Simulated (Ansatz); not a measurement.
# C₂H₆O₂: basis-set convergence

The task here is to estimate one member of a computed series from the others.

Computed with Ansatz 0.2.0, Gaussian basis. Level: one geometry, several basis sets.

Plan: PBE0-D4/def2-SVP; ωB97M-V/def2-SVP; PBE0-D4/def2-QZVPP; ωB97M-V/def2-QZVPP; the functionals' def2-TZVPP values are taken from earlier runs.

### The geometry

The geometry comes from an earlier relaxation with PBE0-D4 in a triple-zeta def2 set; it is a stationary point, not always the lowest conformer.

SMILES `OCCO`, 10 atoms, charge 0, spin multiplicity 1.

Atoms are counted from 1 here; the program's logs count them from 0.

Bond lengths: O1–C2 1.411 Å, O1–H5 0.959 Å, C2–C3 1.514 Å, C2–H6 1.098 Å, C2–H7 1.101 Å, C3–O4 1.410 Å, C3–H8 1.098 Å, C3–H9 1.092 Å, O4–H10 0.960 Å. Angles: C2–O1–H5 108.9°, O1–C2–C3 107.6°, O1–C2–H6 112.0°, O1–C2–H7 111.2°, C3–C2–H6 109.0°, C3–C2–H7 109.3°, H6–C2–H7 107.7°, C2–C3–O4 111.8°, C2–C3–H8 109.3°, C2–C3–H9 109.4°, O4–C3–H8 112.0°, O4–C3–H9 106.6°, H8–C3–H9 107.5°, C3–O4–H10 108.5°.

The first run:

Input file in.yaml:

```yaml
crystal:
  periodic: [false, false, false]
  atoms:
    - {symbol: O, position_ang: [-1.732019, 0.054769, -0.233143]}
    - {symbol: C, position_ang: [-0.380809, 0.456793, -0.281363]}
    - {symbol: C, position_ang: [0.425321, -0.548588, 0.513534]}
    - {symbol: O, position_ang: [1.797374, -0.224605, 0.528356]}
    - {symbol: H, position_ang: [-2.268678, 0.718321, -0.670566]}
    - {symbol: H, position_ang: [-0.232998, 1.454798, 0.151243]}
    - {symbol: H, position_ang: [-0.009846, 0.482611, -1.318173]}
    - {symbol: H, position_ang: [0.243990, -1.555557, 0.116235]}
    - {symbol: H, position_ang: [0.091078, -0.540941, 1.552900]}
    - {symbol: H, position_ang: [2.149687, -0.348801, -0.356224]}
basis:
  gaussian: {orbitals: def2-SVP}
hamiltonian: {xc: pbe0, dispersion: d4}
output: {orbitals: {seedname: orbitals}}
```

Among the steps run: PBE0-D4 in def2-SVP; ωB97M-V in def2-SVP; PBE0-D4 in def2-QZVPP; ωB97M-V in def2-QZVPP.

One table of the session follows, with a row left open; its other results are not shown here.

It belongs to the step «Functionals by basis». 

```
functional       basis  HOMO (eV)  LUMO (eV)
   PBE0-D4    def2-SVP      -7.70       1.67
   PBE0-D4  def2-TZVPP      -7.98       0.93
   PBE0-D4  def2-QZVPP      -8.05       0.52
   ωB97M-V    def2-SVP     -10.16       3.37
   ωB97M-V  def2-TZVPP          ?          ?
   ωB97M-V  def2-QZVPP     -10.51       1.67
```

Estimate the missing values for ωB97M-V, def2-TZVPP.

**Answer.** HOMO (eV): -10.45; LUMO (eV): 2.39. In the column «HOMO (eV)» it lies between ωB97M-V, def2-QZVPP (-10.51) and ωB97M-V, def2-SVP (-10.16).
